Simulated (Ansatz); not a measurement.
# CuCl: the cost of one run

Program: Ansatz 0.2.0. PAW datasets, plane waves. Spin-unpolarised throughout; all numbers are computed.

## 1. Starting point

The unstrained cell was relaxed with r2SCAN; in each strained cell the atoms were relaxed again with r2SCAN. Names of k-points are those of the unstrained zone, where strain can split equivalent points. First state: +2.2 % equal strain in all directions.

Space group F-43m (No. 216), cubic; conventional cell a = 5.476 Å, 20.53 Å³ an atom. Cu has 4 Cl at 2.37 Å; Cl has 4 Cu at 2.37 Å.

The structure in full:

```
Cu Cl
1.0
     1.93627    1.11791    3.16162
    -1.93627    1.11791    3.16162
     0.00000   -2.23582    3.16162
Cu Cl
1 1
Cartesian
  0.0000 0.0000 9.4041
  0.0000 0.0000 2.2907
```

From earlier runs on the unstrained cell: PBE 0.60 eV, r2SCAN 0.97 eV, HSE06 2.41 eV; a = 5.357 Å.

## 2. +2.2 % equal strain in all directions: PBE

The input, input.yaml:

```yaml
crystal:
  lattice:
    - [1.9362730274, 1.1179077536, 3.1616189682]
    - [-1.9362730274, 1.1179077536, 3.1616189682]
    - [0.0, -2.2358155072, 3.1616189682]
  atoms:
    - { symbol: Cu, position: [0.9914881375, 0.9914881375, 0.9914881375] }
    - { symbol: Cl, position: [0.2415118625, 0.2415118625, 0.2415118625] }
kpoints:
  mp_grid: { grid: [8, 8, 8] }
  band_path:
    path:
      - [0.0, 0.0, 0.0]
      - [0.499999999, 0.4999681967, -3.18023e-05]
      - [0.6249920489, 0.624952296, 0.2499602471]
      - [0.749976149, 0.3749284471, 0.3749522981]
      - [0.4999840994, 0.4999522971, 0.4999681977]
      - [0.7499840988, 0.4999363964, 0.2499522976]
    npoints: 1
hamiltonian:
  xc: pbe
scf:
  occupations: { method: fermi_dirac, width: 0.02 }
  n_extra_bands: 4
output:
  forces: true
  stress: true
  eigenvalues: true
```

On the command line:

```sh
$ ansatz run input.yaml --threads 4 --pin off --max-ram 4608MiB --backend cpu --events-out ev --progress --plain --runs-dir out
```

What time and memory should one allow on 4 threads of Intel Xeon Platinum 8259CL at 2.50GHz (Skylake/Cascade Lake), shared host?

About 2.3 s, with a peak of 0.43 GiB.
